**Q:** I have a table of HgTe computed in eleven ways, and the band gap runs from zero to 7 eV. Can I use the measured properties of HgTe to see who is wrong?

HgTe (space group P6_3/mmc, 4 atoms per cell) by the methods named in the rows, without spin polarisation or spin-orbit coupling. Band gaps are for the r2SCAN-relaxed cell, volumes come from each method's own relaxation or energy curve, and bulk moduli are at fixed cell shape. The plane-wave rows use k meshes of 3×3×2 (coarse settings) or 6×6×4, PBE SZV and PBE DZVP use 5×5×5, and PBE sz-orbitals uses 6×6×2.

```
               name                 kind  band gap (eV)  volume per atom (Å³)  bulk modulus (GPa)  atoms computed
    CdTeZnSeHgS0.sw          force field            n/a                 32.56               90.90               4
                PM6       semi-empirical          7.023                   n/a                 n/a              32
                PM7       semi-empirical          6.783                 33.22              112.80              32
    GFN1-xTB tblite        tight binding          0.000                   n/a                 n/a              32
PBE coarse-settings  low cutoff and mesh          0.000                   n/a                 n/a               4
    GFN2-xTB tblite        tight binding          0.085                   n/a                 n/a              32
                PBE            semilocal          0.000                 37.58               31.80               4
            PBE SZV          small basis          0.000                 39.96               33.20               4
             r2SCAN            semilocal          0.000                 36.19               37.20               4
    PBE sz-orbitals          small basis          0.000                   n/a                 n/a               4
           PBE DZVP          small basis          0.000                 38.34               31.80               4
```

**A:** Not directly. Ordinary HgTe is a tetrahedral crystal, while this one consists of flat sheets in which every atom has three neighbours. Measured values also include the effects of temperature, zero-point motion and spin-orbit coupling, which the density-functional rows leave out. What you can do is hold each number against a second one that ought to agree with it. The yardstick is the pair of plane-wave density-functional rows, PBE and r2SCAN. Their volumes differ by 3.8 %, which gives an idea of how much the choice of functional matters here. It is not a full error bar: semilocal functionals like these leave out the long-range dispersion attraction between sheets, so both may err in the same way.

**Q:** Then start with the 7 eV. PM6 and PM7 agree with each other, so why distrust them?

**A:** Because they share the same approximation, their agreement is no independent test. Every density-functional row prints a zero gap. You might blame the 32-atom cluster or the small set of orbitals in PM6 and PM7. But GFN1-xTB also uses 32 atoms and finds no gap, and PBE with its smallest basis finds none either. These are hints rather than proof, since xTB is fitted to molecules and a minimal basis can put the empty bands far off. Still, they suggest that neither feature is enough by itself to open 7 eV.

**Q:** What does open it?

**A:** Theory points to the way Hartree-Fock treats an empty orbital. An electron in a filled orbital does not repel itself, but an electron placed in an empty orbital feels all the others, and those others are held frozen. In a real crystal the surrounding electrons shift to screen the added charge, and they do the same around the hole left behind. Both responses lower the cost of separating an electron from a hole, and the orbital gap leaves them out.

The size is plausible. Two electrons one Hg–Te bond apart repel each other with about 5 eV, and a readily polarised crystal screens away much of that. This gives an order of magnitude, not a correction to subtract. The same fault appears wherever a bare Hartree-Fock orbital gap is read as the gap of a solid, and it weighs most where screening is strong.

**Q:** So the zeros are right?

**A:** They are less informative than they look. A printed zero means only that no positive gap was found. In the coarse PBE run the top of the valence bands lies 0.30 eV above the bottom of the conduction bands, so the bands overlap and the sheet crystal is a semimetal at that level. On the run's own mesh of k points, the overlap appears as only 0.04 eV.

**Q:** How can a mesh lose most of an overlap?

**A:** The band edges lie between its points. The top of the valence bands sits a little away from the zone centre, and the bottom of the conduction bands sits close to, but not at, the zone boundary along the stacking direction. A coarse mesh steps over both. To recognise the problem, ask for the two band edges and where they lie, not just for the gap.

The same caution applies to the 0.085 eV of GFN2-xTB. Its cluster sees only a few k points, and none of them lies where PBE has its band edges. In the coarse PBE run, missing those two places hid 0.26 eV of overlap, three times the gap that GFN2-xTB reports. Its own band edges may lie elsewhere, but so small a gap on so few points is no evidence for an insulator. Nor is the PBE overlap a final answer. Semilocal functionals tend to make gaps too small and overlaps too large, and spin-orbit coupling, which is left out, is strong in atoms as heavy as mercury and tellurium and can reorder bands that lie this close.

**Q:** I care more about stiffness. PM7 gives three times the r2SCAN modulus, but its volume is also smaller. Shouldn't a denser crystal be stiffer?

**A:** It should, and we can estimate by how much. The bulk modulus B measures resistance to a change of volume V. Here the cell keeps its shape while its volume changes; a layered crystal free to change shape would give way more easily. Under compression B rises roughly linearly with the pressure, which makes it follow a power of the volume:

B ∝ V⁻ⁿ

The PBE and r2SCAN rows fix n = ln(37.20/31.80) / ln(37.58/36.19) ≈ 4.2. For PM7, which had no part in fixing n, the estimate is

B ≈ 37.2 GPa × (36.19/33.22)^4.2 ≈ 53 GPa.

PM7 prints 112.8 GPa, about twice as much, so its smaller volume explains only part of the stiffness. The exponent comes from two different functionals, and a layered crystal may well have a steeper one, but PM7 would need about 13. A different arrangement of atoms is not the reason: PM7 was never relaxed, and its volume and modulus come from an energy curve on scaled copies of the r2SCAN cell. A likelier cause is the short-range repulsion in PM7, which is adjusted mainly to compounds near their normal bond lengths and may rise too fast when a crystal is squeezed. The table cannot confirm this, and the few k points that the 32-atom cluster sees may add an error of their own. The analysis printed below applies the same estimate to the other rows.

**Q:** By that measure PBE SZV looks excellent. Its modulus is within 5 % of plane-wave PBE.

**A:** That is the failure that is easiest to overlook. Its volume is 6.3 % larger than that of plane-wave PBE, and such a swollen crystal should be about 23 % softer. Instead it is slightly stiffer. Two errors have compensated, and only the volume gives them away.

The likely cause is the rigid basis. SZV has one radial function for each valence orbital, so the orbitals can hardly contract or deform to strengthen a bond, and the bond settles at a greater length. When the crystal is compressed, the same rigidity keeps the electrons from adapting, and the energy climbs too steeply. The larger DZVP basis fits this picture: its volume is only 2.0 % above plane-wave PBE, and its modulus lies closer to what that volume implies. A different treatment of the core electrons and a different k mesh may contribute as well.

**Q:** And the force field? It costs almost nothing, and its volume is only 10 % below r2SCAN.

**A:** Compare that volume with the pressure it reports on the r2SCAN cell. Pressure divided by modulus predicts a shrinkage of 1.3 %, eight times less than the table shows. The estimate is simple, but it works for PBE: the pressure of the converged run predicts the expansion of 3.8 % that the table shows. The analysis below takes the pressure of the coarse run instead and gets twice as much. The fault there lies in that pressure, which comes from a run with a cutoff below the recommended one, and not in the estimate. Pressures can also carry grid noise, so small mismatches mean little. A factor of eight is not small, and it suggests that the crystal has done something other than shrink evenly.

The stress shows what. The force field pulls the sheets together with about 7 GPa while pushing the atoms within each sheet apart with about 2 GPa. Averaged over the three directions into one pressure, these partly cancel, so the mean looks harmless. A change of shape is therefore likely, and the modulus may belong to a different arrangement of atoms.

**Q:** Why would it want to close the gap between the sheets?

**A:** A potential of this kind rewards close neighbours and penalises bond angles that depart from the tetrahedral one. Flat sheets offer three neighbours at 120°, with the next sheet 3.6 Å away, so drawing the sheets together gains attraction. The stress supports this: forces within a flat sheet cannot pull along the stacking direction, so that pull must come from attraction between the sheets. Where the atoms finally settle is not shown here. Force fields are also fitted to few measured properties, and others can be far off. But you can see where to be careful: when the bonding pattern differs from the one a potential was built for, look at the stress along each direction before you trust its volume or stiffness.

Numerical output:

```
Volume and modulus against r2SCAN:
              row  volume change %  modulus ratio  modulus expected from volume GPa  printed over expected
  CdTeZnSeHgS0.sw           -10.03          2.444                             57.75                  1.574
              PM7           -8.207          3.032                             53.13                  2.123
              PBE            3.841         0.8548                              31.8                      1
          PBE SZV            10.42         0.8925                             24.63                  1.348
           r2SCAN                0              1                              37.2                      1
         PBE DZVP            5.941         0.8548                             29.26                  1.087
exponent of modulus against volume from PBE and r2SCAN: 4.161
exponent that PM7 would need: 12.95
exponent that the force field would need: 8.453
PM6 gap less PM7 gap in eV: 0.24
Hg charge in PM6 over that in PM7: 5.027
bare repulsion of two charges one bond apart in eV, order of size only: 5.174
band overlap of PBE coarse-settings at its band edges in eV: 0.2987
band overlap of the same run on its own mesh in eV: 0.03819
overlap missed by that mesh in eV: 0.2605
SZV volume against plane-wave PBE in %: 6.333
DZVP volume against plane-wave PBE in %: 2.022
SZV modulus against plane-wave PBE in %: 4.403
SZV modulus change expected from its volume in %: -22.55
force field volume change expected from mean pressure in %: -1.265
PBE volume change expected from coarse-settings pressure in %: 8.238
distance between sheets in angstrom: 3.598
```
